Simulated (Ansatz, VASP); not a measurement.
## BaS in VASP and in Ansatz

```xyz
2
Lattice="0.0000 3.2875 3.2875 3.2875 0.0000 3.2875 3.2875 3.2875 0.0000" Properties=species:S:1:pos:R:3 pbc="T T T"
Ba    3.2875    3.2875    3.2875
S     0.0000    0.0000    0.0000
```

Alike in both runs: task single point; functional PBE; k mesh 10 × 10 × 10; occupations gaussian, width 0.05 eV; no spin polarisation.

|  | VASP | Ansatz |
| --- | --- | --- |
| version | VASP 6.6.1 | Ansatz 0.2.0 |
| potentials or method | VASP PAW PBE potentials, release 64 (Ba_sv, S) | scalar-relativistic, plane waves, PAW |
| plane-wave cutoff (eV) | 520 | 420 |
| valence electrons in the cell | 16 | 16 |

Ansatz gave:

| Property | Result |
| --- | --- |
| gap on the k mesh at the Fermi level (eV) | 2.31 |
| least direct gap on the mesh (eV) | 2.46 |
| pressure (GPa) | -2.4 |

Question: Which values does VASP return?

Answer: gap on the k mesh at the Fermi level (eV): 2.23; least direct gap on the mesh (eV): 2.41; pressure (GPa): -2.0.

Caveats: spin-orbit coupling is left out, which moves the levels of the heavy elements. A k mesh can miss the band edges. PBE gaps usually lie below the measured ones, often by a third to a half.
